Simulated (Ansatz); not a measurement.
Skutterudite CoSb3, treated with r²SCAN+rVV10 (plane waves, PAW; Ansatz, a program for electronic structure).

Run with plane-wave cutoff 560 eV, 6×6×6 k mesh, Fermi–Dirac smearing 0.01 eV, no spin polarisation, scalar-relativistic PAW data made under PBE.

Response to compression and expansion:

Shape and atoms are relaxed at each volume.

| V (Å³/atom) | P (GPa) | direct gap at Γ (eV) |
|---|---|---|
| 22.017 | 4.32 | 0.622 |
| 22.475 | 2.03 | 0.549 |
| 22.934 | 0.00 | 0.481 |
| 23.393 | -1.81 | 0.416 |
| 23.851 | -3.42 | 0.355 |

A straight line through the gaps at Γ against ln V gives a volume deformation potential dE_g(Γ)/d ln V of -3.3 eV: the gap at Γ widens under compression.

Measured, for comparison: band gap 0.63 eV (temperature not stated, not corrected to a static lattice; as tabulated in Kim et al. (2020), doi:10.1038/s41597-020-00723-8).

Note: the bulk modulus comes from volumes at which shape and atoms were relaxed.

Spin–orbit coupling is not included; with these elements it can move the gap by several tenths of an eV or more.
